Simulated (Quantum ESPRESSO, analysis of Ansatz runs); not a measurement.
# A hop of F in AlH3 (Fd-3m), charge 0 (Quantum ESPRESSO), part 3 of 3

Aim: the barrier of one jump in AlH3 (Fd-3m) at charge 0: F_H exchanging with V_H. The model is a cell of 64 host atoms with 1 site emptied and F put on another atom's site; F is the atom that moves.

Quantum ESPRESSO 7.5; Quantum ESPRESSO plane-wave DFT, PBEsol, GBRV 1.5 PBEsol potentials; nudged elastic band between two relaxed defect structures.

So far: Starting point; Relaxation of the start point, charge 0; Relaxation of the end point, charge 0.

### Step 4. Nudged elastic band, charge 0

3 movable images are laid between the ends by interpolation. Each image feels the true force across the path and a spring force along it. The highest image is set to climb to the top of the path.

This step: Quantum ESPRESSO plane-wave DFT, PBEsol, GBRV 1.5 PBEsol potentials; nudged elastic band between two relaxed defect structures.

File neb.in:

```
BEGIN
BEGIN_PATH_INPUT
&PATH
  restart_mode = 'from_scratch'
  string_method = 'neb'
  nstep_path = 45
  ds = 1.5
  opt_scheme = 'broyden'
  num_of_images = 5
  k_max = 0.3
  k_min = 0.2
  CI_scheme = 'auto'
  path_thr = 0.05
/
END_PATH_INPUT
BEGIN_ENGINE_INPUT
&CONTROL
  prefix = 'pwscf'
  outdir = './tmp'
  pseudo_dir = './pseudo'
  disk_io = 'low'
/
&SYSTEM
  ibrav = 0
  nat = 63
  ntyp = 3
  ecutwfc = 40
  ecutrho = 324
  nbnd = 55
  occupations = 'fixed'
  nspin = 2
  starting_magnetization(1) = 0.1667
  starting_magnetization(2) = 0.5
  starting_magnetization(3) = 0.0714
  tot_magnetization = 1
  nosym = .true.
/
&ELECTRONS
  conv_thr = 6d-08
  electron_maxstep = 100
  mixing_beta = 0.3
/
ATOMIC_SPECIES
Al    26.9815 al_pbesol_v1.uspp.F.UPF
H      1.0080 h_pbesol_v1.4.uspp.F.UPF
F     18.9984 f_pbesol_v1.4.uspp.F.UPF
CELL_PARAMETERS angstrom
   9.0267813738    0.0000000000    0.0000000000
   0.0000000000    9.0267813738    0.0000000000
   0.0000000000    0.0000000000    9.0267813738
BEGIN_POSITIONS
FIRST_IMAGE
ATOMIC_POSITIONS crystal
Al     0.1253099952    0.3745435628    0.8755554245
Al     0.1289397054    0.8752123810    0.3775609035
Al     0.6240549141    0.3720302735    0.3737218587
Al     0.6233468243    0.8741239720    0.8722039834
Al     0.3742026850    0.1235001545    0.8755500236
Al     0.3796932872    0.6251360455    0.3816878956
Al     0.8774408869    0.1264550898    0.3741993246
Al     0.8738100243    0.6242202103    0.8729186410
Al     0.3734533139    0.3716628490    0.6251238272
Al     0.3781434898    0.8733034262    0.1266822586
Al     0.8750067173    0.3755736028    0.1249992738
Al     0.8772352215    0.8789579661    0.6213051858
Al     0.1256146054    0.1253202605    0.6250279587
Al     0.1260762927    0.6255743932    0.1264482417
Al     0.6269252159    0.1234616053    0.1239949729
Al     0.6159593051    0.6193597281    0.6197846911
H      0.0011711977   -0.0017585796    0.3079224985
H     -0.0010221600    0.4994877186    0.8041404413
H      0.4997096619   -0.0009957177    0.8036991572
H      0.5017512999    0.4986394667    0.3045243404
H      0.0007084009    0.0008030200    0.6956671711
H      0.0028253890    0.4984861684    0.1958302257
H      0.5005923945    0.0003683827    0.1949300117
H      0.4968528708    0.4948753331    0.6984994602
H     -0.0000469285    0.3065951537   -0.0001626290
H      0.0080965716    0.8059367883    0.5049896471
H      0.4975642560    0.3034546324    0.4983804538
H      0.5009807056    0.8020012198   -0.0001102673
H      0.0033812793    0.1972197362    0.4984250123
H     -0.0000497696    0.6924978926   -0.0003585825
H      0.5009703326    0.1930095625   -0.0008965965
H      0.3074213403   -0.0024752658    0.0006723614
H      0.3032241554    0.4969515800    0.5021630534
H      0.8072721049    0.0091802846    0.5040900298
H      0.8046444696    0.5000934919   -0.0003136653
H      0.1979239062    0.0034584479    0.4992688120
H      0.1954833685    0.4991028092    0.0020575396
H      0.6943743738   -0.0028652830   -0.0007367212
H      0.6936840087    0.4919841190    0.5017276452
H      0.2498179283    0.2489907923    0.9455812151
H      0.2587311396    0.7551210107    0.4535342916
H      0.7502741557    0.2488480902    0.4448878087
H      0.7479262228    0.7487293831    0.9404085107
H      0.2500762699    0.2480985806    0.5550275581
H      0.2524206743    0.7490811529    0.0570722957
H      0.7512594143    0.2493561570    0.0543975416
F      0.7429235102    0.7526614584    0.5365952776
H      0.2491914371    0.4439906645    0.7508100360
H      0.2518849541    0.9427370885    0.2505404558
H      0.7501816188    0.4446921959    0.2495578559
H      0.7504085608    0.9416476888    0.7483478176
H      0.2484151630    0.0535212304    0.7517674275
H      0.2539053326    0.5617099362    0.2547986182
H      0.7528750527    0.0544175296    0.2488175154
H      0.7435132864    0.5593615402    0.7476614570
H      0.4435802041    0.2460957189    0.7490215104
H      0.4518461273    0.7540097691    0.2584697391
H      0.9462021546    0.2501879680    0.2487695568
H      0.9396394568    0.7486973110    0.7453933533
H      0.0551096358    0.2493299776    0.7509270524
H      0.0574344394    0.7504652357    0.2519576508
H      0.5560944080    0.2471104380    0.2494805586
H      0.5493431105    0.7537502202    0.7389911602
INTERMEDIATE_IMAGE
ATOMIC_POSITIONS crystal
Al     0.1256488186    0.3745195831    0.8754145630
Al     0.1271575266    0.8743256071    0.3766780986
[... 61 atom lines left out ...]
INTERMEDIATE_IMAGE
ATOMIC_POSITIONS crystal
Al     0.1259607094    0.3745021917    0.8753005976
Al     0.1256107287    0.8735292045    0.3758325350
[... 61 atom lines left out ...]
INTERMEDIATE_IMAGE
ATOMIC_POSITIONS crystal
Al     0.1263406550    0.3744618017    0.8752105847
Al     0.1244076215    0.8727579547    0.3749798248
[... 61 atom lines left out ...]
LAST_IMAGE
ATOMIC_POSITIONS crystal
Al     0.1266817260    0.3744032121    0.8751035020
Al     0.1226269530    0.8719460844    0.3740245439
[... 3 atom lines left out ...]
Al     0.3750181031    0.6283386976    0.3708144549
[... 5 atom lines left out ...]
Al     0.8722208640    0.8676561021    0.6241069498
[... 3 atom lines left out ...]
Al     0.6365130117    0.6298845597    0.6295718385
[... 3 atom lines left out ...]
H      0.5019209242    0.5015648421    0.3079730838
[... 3 atom lines left out ...]
H      0.5096598532    0.5015233955    0.6903804679
[... 9 atom lines left out ...]
H      0.7997499976   -0.0098359144    0.4947550765
[... 4 atom lines left out ...]
H      0.7025700561    0.5105139185    0.4954274765
[... 7 atom lines left out ...]
F      0.5093020335    0.7131969248    0.4966656635
[... 3 atom lines left out ...]
H      0.7495788249    0.9446213972    0.7502254969
[... 3 atom lines left out ...]
H      0.7557230477    0.5512904672    0.7537458744
[... 1 atom line left out ...]
H      0.4445080900    0.7459218879    0.2404242783
[... 5 atom lines left out ...]
H      0.5580515640    0.7475255402    0.7570243741
END_POSITIONS
K_POINTS gamma
END_ENGINE_INPUT
END
```

Run with:

```bash
$ OMP_NUM_THREADS=1 mpirun -n 8 neb.x -ni 2 -inp neb.in > neb.out
```

Log:

```text
[shortened: banners, details of potentials and solvers, and blank lines are left out]
[banner, memory and clock lines left out]
     path-images division:  nimage    =       2
     initial path length           =  4.3688 bohr
     initial inter-image distance  =  1.0922 bohr
     string_method                 =    neb
     restart_mode                  =    from_scratch
     opt_scheme                    =    broyden
     num_of_images                 =    5
     nstep_path                    =    45
     CI_scheme                     =    auto
     first_last_opt                =    F
     use_freezing                  =    F
     ds                            =    1.5000 a.u.
     k_max                         =    0.3000 a.u.
     k_min                         =    0.2000 a.u.
     path_thr                      =    0.0500 eV / A
     ------------------------------ iteration   1 ------------------------------
     Message from routine setup:
     the system is metallic, specify occupations
     Message from routine setup:
     the system is metallic, specify occupations
     Message from routine setup:
     the system is metallic, specify occupations
     activation energy (->) =   1.277628 eV
     activation energy (<-) =   1.277828 eV
     image        energy (eV)        error (eV/A)        frozen
         1      -2829.8336900            0.019141            T
         2      -2829.1237831            1.573613            F
         3      -2828.5560619            1.233709            F
         4      -2829.1235502            1.578971            F
         5      -2829.8338895            0.016774            T
     climbing image =  3
     path length          =  4.369 bohr
     inter-image distance =  1.092 bohr
     ------------------------------ iteration   2 ------------------------------
     Message from routine setup:
     the system is metallic, specify occupations
     Message from routine setup:
     the system is metallic, specify occupations
     activation energy (->) =   1.196879 eV
     activation energy (<-) =   1.197079 eV
     image        energy (eV)        error (eV/A)        frozen
         1      -2829.8336900            0.019141            T
         2      -2829.1666063            0.587166            F
         3      -2828.6368107            0.384847            F
         4      -2829.1667655            0.593745            F
         5      -2829.8338895            0.016774            T
     climbing image =  3
     path length          =  4.425 bohr
[...]
------------------------------ iteration   3 ------------------------------
     Message from routine setup:
     the system is metallic, specify occupations
     Message from routine setup:
     the system is metallic, specify occupations
     activation energy (->) =   1.159964 eV
     activation energy (<-) =   1.160164 eV
     image        energy (eV)        error (eV/A)        frozen
         1      -2829.8336900            0.019141            T
         2      -2829.1759480            0.501238            F
         3      -2828.6737255            0.266472            F
         4      -2829.1761568            0.504086            F
         5      -2829.8338895            0.016774            T
     climbing image =  3
     path length          =  4.446 bohr
[...]
------------------------------ iteration   4 ------------------------------
     Message from routine setup:
     the system is metallic, specify occupations
     Message from routine setup:
     the system is metallic, specify occupations
     activation energy (->) =   1.120410 eV
     activation energy (<-) =   1.120610 eV
     image        energy (eV)        error (eV/A)        frozen
         1      -2829.8336900            0.019141            T
         2      -2829.1997649            0.290467            F
         3      -2828.7132796            0.110622            F
         4      -2829.1996153            0.289677            F
         5      -2829.8338895            0.016774            T
     climbing image =  3
     path length          =  4.544 bohr
[...]
------------------------------ iteration   5 ------------------------------
     Message from routine setup:
     the system is metallic, specify occupations
     Message from routine setup:
     the system is metallic, specify occupations
     activation energy (->) =   1.111013 eV
     activation energy (<-) =   1.111213 eV
     image        energy (eV)        error (eV/A)        frozen
         1      -2829.8336900            0.019141            T
         2      -2829.2246858            0.153700            F
         3      -2828.7226768            0.100731            F
         4      -2829.2244885            0.156118            F
         5      -2829.8338895            0.016774            T
     climbing image =  3
     path length          =  4.573 bohr
[...]
------------------------------ iteration   6 ------------------------------
     Message from routine setup:
     the system is metallic, specify occupations
     Message from routine setup:
     the system is metallic, specify occupations
     activation energy (->) =   1.079617 eV
     activation energy (<-) =   1.079817 eV
     image        energy (eV)        error (eV/A)        frozen
         1      -2829.8336900            0.019141            T
         2      -2829.3304128            0.380693            F
         3      -2828.7540727            0.145995            F
         4      -2829.3293417            0.379258            F
         5      -2829.8338895            0.016774            T
     climbing image =  3
     path length          =  5.015 bohr
[...]
------------------------------ iteration   7 ------------------------------
     Message from routine setup:
     the system is metallic, specify occupations
     Message from routine setup:
     the system is metallic, specify occupations
     activation energy (->) =   1.079392 eV
     activation energy (<-) =   1.079591 eV
     image        energy (eV)        error (eV/A)        frozen
         1      -2829.8336900            0.019141            T
         2      -2829.2911322            0.090075            F
         3      -2828.7542982            0.076899            F
         4      -2829.2904090            0.090169            F
         5      -2829.8338895            0.016774            T
     climbing image =  3
     path length          =  4.766 bohr
[...]
------------------------------ iteration   8 ------------------------------
     Message from routine setup:
     the system is metallic, specify occupations
     Message from routine setup:
     the system is metallic, specify occupations
     activation energy (->) =   1.075613 eV
     activation energy (<-) =   1.075812 eV
     image        energy (eV)        error (eV/A)        frozen
         1      -2829.8336900            0.019141            T
         2      -2829.2938615            0.084691            F
         3      -2828.7580771            0.066355            F
         4      -2829.2930743            0.084532            F
         5      -2829.8338895            0.016774            T
     climbing image =  3
     path length          =  4.785 bohr
[...]
------------------------------ iteration   9 ------------------------------
     Message from routine setup:
     the system is metallic, specify occupations
     Message from routine setup:
     the system is metallic, specify occupations
     activation energy (->) =   1.059249 eV
     activation energy (<-) =   1.059448 eV
     image        energy (eV)        error (eV/A)        frozen
         1      -2829.8336900            0.019141            T
         2      -2829.3064488            0.103681            F
         3      -2828.7744411            0.049892            F
         4      -2829.3053359            0.106315            F
         5      -2829.8338895            0.016774            T
     climbing image =  3
     path length          =  4.904 bohr
[...]
------------------------------ iteration  10 ------------------------------
     Message from routine setup:
     the system is metallic, specify occupations
     Message from routine setup:
     the system is metallic, specify occupations
     activation energy (->) =   1.055828 eV
     activation energy (<-) =   1.056027 eV
     image        energy (eV)        error (eV/A)        frozen
         1      -2829.8336900            0.019141            T
         2      -2829.3121977            0.092449            F
         3      -2828.7778625            0.047461            F
         4      -2829.3110405            0.094375            F
         5      -2829.8338895            0.016774            T
     climbing image =  3
     path length          =  4.934 bohr
[...]
------------------------------ iteration  11 ------------------------------
     Message from routine setup:
     the system is metallic, specify occupations
     Message from routine setup:
     the system is metallic, specify occupations
     activation energy (->) =   1.048294 eV
     activation energy (<-) =   1.048493 eV
     image        energy (eV)        error (eV/A)        frozen
         1      -2829.8336900            0.019141            T
         2      -2829.3340972            0.084342            F
         3      -2828.7853961            0.049878            F
         4      -2829.3326781            0.085830            F
         5      -2829.8338895            0.016774            T
     climbing image =  3
     path length          =  5.130 bohr
[...]
------------------------------ iteration  12 ------------------------------
     Message from routine setup:
     the system is metallic, specify occupations
     Message from routine setup:
     the system is metallic, specify occupations
     activation energy (->) =   1.048637 eV
     activation energy (<-) =   1.048837 eV
     image        energy (eV)        error (eV/A)        frozen
         1      -2829.8336900            0.019141            T
         2      -2829.3299085            0.046277            F
         3      -2828.7850528            0.037003            F
         4      -2829.3286395            0.046857            F
         5      -2829.8338895            0.016774            T
     climbing image =  3
     path length          =  5.038 bohr
     inter-image distance =  1.259 bohr
     neb: convergence achieved in  12 iterations
```

It took 5.2 min on 8 MPI ranks of Arm Neoverse V2, shared host; peak memory 1.5 GiB; 42 min of CPU time.

Images along the path:

```
image  path (Å)  energy (eV)     F47: x, y, z (Å)
    0     0.000       0.0000  6.706, 6.794, 4.844
    1     0.734       0.5038  6.146, 6.917, 4.688
    2     1.334       1.0486  5.652, 6.780, 4.498
    3     1.933       0.5051  5.158, 6.591, 4.361
    4     2.666      -0.0002  4.597, 6.438, 4.483
```

Numbers from this step:

- barrier forward: 1.049 eV
- barrier backward: 1.049 eV
- end less start: -2.00e-4 eV
- hop length: 2.169 Å

The band met its tolerance of 0.05 eV/Å after 12 iterations, with image 2 on top (the start counts as 0). F47, which moves farthest between the ends, has 2 Al at 1.82 Å nearest at the start and 1 Al at 1.72 Å at the top.

### Step 5. Summary of results

```yaml
barrier_forward: 1.05 eV
barrier_backward: 1.05 eV
end_less_start: 0.00 eV
hop_length: 2.17 Å
band_iterations_as_the_log_counts_them: 12
```

The top of the band lies 1.05 eV above the start and 1.05 eV above the end, which are alike in energy and neighbours. No record shows where the unpaired electron stands at the top, which bears on this barrier. With an assumed prefactor of 1e13 per second it gives one hop a second along this one path at about 410 K; whether such hops link up through the crystal wasn't checked. At the top F47 stands 1.72 Å from its nearest Al, 0.10 Å closer than at the start. The order of the top as a saddle was not checked for all atoms, so a bent path could be lower. What this leaves open: sampling at the zone centre alone can move energies of charged and open-shell states by tenths of an eV or more in cells of this size; PBEsol makes the gap too small and tends to spread out bound carriers.

[Logs are printed without paths, hosts, clocks, repeated set-up lines and the standing remarks that a program may print on its own settings, such as how far it seeks lower states.]

[Hosts, paths, dates, database ids (printed as entryN), source tags and the programs' standing remarks are cut or masked in the printed files.]
